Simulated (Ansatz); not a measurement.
Something may be wrong with this Ansatz 0.2.0 calculation of Al2Ru.

The input input.yaml:

```yaml
crystal:
  lattice:
    - [-1.4980047552, 1.4980047552, 4.22180559]
    - [1.4980047552, -1.4980047552, 4.22180559]
    - [1.4980047552, 1.4980047552, -4.22180559]
  atoms:
    - { symbol: Ru, position: [0.0, 0.0, 0.0] }
    - { symbol: Al, position: [0.34079781, 0.34079781, 0.0] }
    - { symbol: Al, position: [0.65920219, 0.65920219, 0.0] }
hamiltonian:
  xc: gga
  pseudopotentials: { kind: paw }
kpoints:
  mp_grid: { grid: [10, 10, 10] }
  band_path:
    path:
      - [[0.0, 0.0, 0.0], [0.0, 0.0, 0.5], [-0.0629506077, 0.0629506077, 0.5], [-0.2814753039, 0.2814753039, 0.2814753039], [0.0, 0.0, 0.0], [0.5, 0.5, -0.5], [0.2814753039, 0.7185246961, -0.2814753039], [0.0, 0.5, 0.0], [0.25, 0.25, 0.25], [0.5, 0.5, -0.0629506077], [0.5, 0.5, -0.5]]
      - [[0.0, 0.0, 0.5], [0.25, 0.25, 0.25]]
    npoints: 14
scf:
  occupations: { method: fermi_dirac, width: 0.05 }
  n_extra_bands: 7
  max_iter: 50
output:
  forces: true
  stress: true
  eigenvalues: true
  fatbands: false
```

Potentials or basis: Ansatz PAW.

Run with:

```sh
$ ansatz run input.yaml --threads 2 --pin off --max-ram 5632MiB --backend cpu --events-out ev --progress --plain --runs-dir out
```

Output:

```text
Error: YAML parse error: error: line 11 column 7: hamiltonian.xc: unknown variant `gga`, expected one of `lda`, `lda-pw`, `pw92`, `pbe`, `pbesol`, `rpbe`, `revpbe`, `blyp`, `pbe0`, `revpbe0`, `b3lyp`, `b3lyp5`, `hse06`, `wpbeh`, `hiss`, `lc_wpbe`, `cam_b3lyp`, `hf`, `r2scan`, `r2scanh`, `r2scan0`, `r2scan50`, `mr2scan`
  --> <input>:11:7
   |
 9 |     - { symbol: Al, position: [0.65920219, 0.65920219, 0.0] }
10 | hamiltonian:
11 |   xc: gga
   |       ^ hamiltonian.xc: unknown variant `gga`, expected one of `lda`, `lda-pw`, `pw92`, `pbe`, `pbesol`, `rpbe`, `revpbe`, `blyp`, `pbe0`, `revpbe0`, `b3lyp`, `b3lyp5`, `hse06`, `wpbeh`, `hiss`, `lc_wpbe`, `cam_b3lyp`, `hf`, `r2scan`, `r2scanh`, `r2scan0`, `r2scan50`, `mr2scan`
12 |   pseudopotentials: { kind: paw }
13 | kpoints:
   |
```

Task: What happened, and what is wrong with the input?

Result: The program refused the input. The input holds a flaw that was put in on purpose: an unknown functional (hamiltonian.xc = gga).
